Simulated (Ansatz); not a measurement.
PbS, DFT, PBE, all-electron LAPW, scalar-relativistic (Ansatz 0.2.0), run on 1 thread of Arm Neoverse V1 on a shared host.

The cell is COD entry 9000001, as deposited and not checked against the literature; nothing was relaxed. The listed cell was then made from it by scaling, straining or moving an atom.

Command: `ansatz run input.yaml --threads 1 --pin off --max-ram 3072MiB --backend cpu --events-out ev --progress --plain --runs-dir out`

```yaml
crystal:
  lattice:
    - [-0.0593, 2.93535, 2.93535]
    - [2.93535, -0.0593, 2.93535]
    - [2.93535, 2.93535, -0.0593]
  atoms:
    - { symbol: Pb, position: [0.0, 0.0, 0.0] }
    - { symbol: S, position: [0.5, 0.5, 0.5] }
kpoints:
  mp_grid: { grid: [8, 8, 8] }
  band_path:
    path:
      - [0.0, 0.0, 0.0]
      - [0.5, 0.5, 0.5]
      - [0.2551801333, 0.5, 0.7448198667]
      - [-0.2551801333, 0.2551801333, 0.5]
      - [0.0, 0.0, 0.5]
      - [0.0, 0.0, 0.0]
      - [-0.3775900666, 0.0, 0.3775900666]
      - [0.0, 0.3775900666, 0.6224099334]
      - [0.0, 0.5, 0.5]
    npoints: 5
scf:
  occupations: { method: fermi_dirac, width: 0.01 }
hamiltonian:
  xc: pbe
  pseudopotentials: { kind: all_electron, lapw: { basis_error: 0.0005 } }
output:
  forces: true
  stress: true
  eigenvalues: true
```

How large is the problem that the program sets up?

65 irreducible k-points, 325 plane waves at Γ, 30 bands.

Estimate the wall time and the peak memory.

22 s of wall time for 8 SCF iterations, with a peak of 0.38 GiB. Times on shared machines scatter by tens of per cent.
